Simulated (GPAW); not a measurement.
Runs of GPAW 26.7.0 on Fe3Ge. The structure is cubic, space group Fm-3m (No. 225). The conventional cell has a = 5.751 Å, b = 5.751 Å, c = 5.751 Å, α = 90.00°, β = 90.00°, γ = 90.00°. Around Ge (site symmetry m-3m) lie 8 Fe at 2.49 Å. Fe (site symmetry -43m) has 4 Ge at 2.49 Å and 4 Fe at 2.49 Å as nearest neighbours. Around Fe (site symmetry m-3m) lie 8 Fe at 2.49 Å. The cell comes from a database or a generator and needn't be the stable form of this composition.

| task | level | U | cell | k mesh | optimizer | fmax | max steps | convergence | band path | gap on the mesh (eV) | pressure (GPa) | moment (μB) | relaxed volume (Å³/atom) |
| --- | --- | --- | --- | --- | --- | --- | --- | --- | --- | --- | --- | --- | --- |
| relaxation of cell and atoms | PBEsol | - | relaxed | 7 × 7 × 7 | BFGS | 0.02 eV/Å | 60 | density=1e-05 forces=0.0001 | - | none | -0.1 | 5.13 | 11.30 |
| band structure | PBEsol+U | Fe d U = 8 eV | as given | 8 × 8 × 8 | - | - | - | - | GXWKGLUWLK,UX | - | 31.3 | 9.62 | - |
| relaxation of cell and atoms | PBEsol+D4 | - | relaxed | 7 × 7 × 7 | BFGS | 0.02 eV/Å | 60 | density=1e-05 forces=0.0001 | - | none | -0.1 | (b) | 11.14 |
| band structure | PBEsol+U | Fe d U = 1 eV | as given | 8 × 8 × 8 | - | - | - | - | GXWKGLUWLK,UX | - | (a) | 6.81 | - |
| relaxation of cell and atoms | PBEsol+D3(BJ)+ATM | - | relaxed | 7 × 7 × 7 | BFGS | 0.02 eV/Å | 60 | density=1e-05 forces=0.0001 | - | none | -0.1 | 5.07 | 11.09 |

Alike in all rows: potentials or basis PAW data sets generated in the run's folder for this functional, pw; spin collinear, ferromagnetic start; cutoff (eV) 600; smearing fermi-dirac 0.05 eV.

Problem. Estimate the missing entries.

Solution. (a) -2.8; (b) 5.09.

Caveats: each step starts from the last one's moments, so a moment once lost doesn't come back (some runs); later steps reuse the first step's grids (some runs); the U is typed as a test and isn't derived for this compound (some runs); pairwise dispersion overbinds metals, which lowers pressure and volume (some runs); a pressure of tens of GPa on the cell as given is suspect, and the run, the potentials or the cell itself is likely at fault (some runs).

A k mesh can miss the band edges, and the runs leave out spin-orbit coupling on Ge.

A gap of «none» marks a metal or a gap under the smearing width.

Not every run made on this cell is shown here.
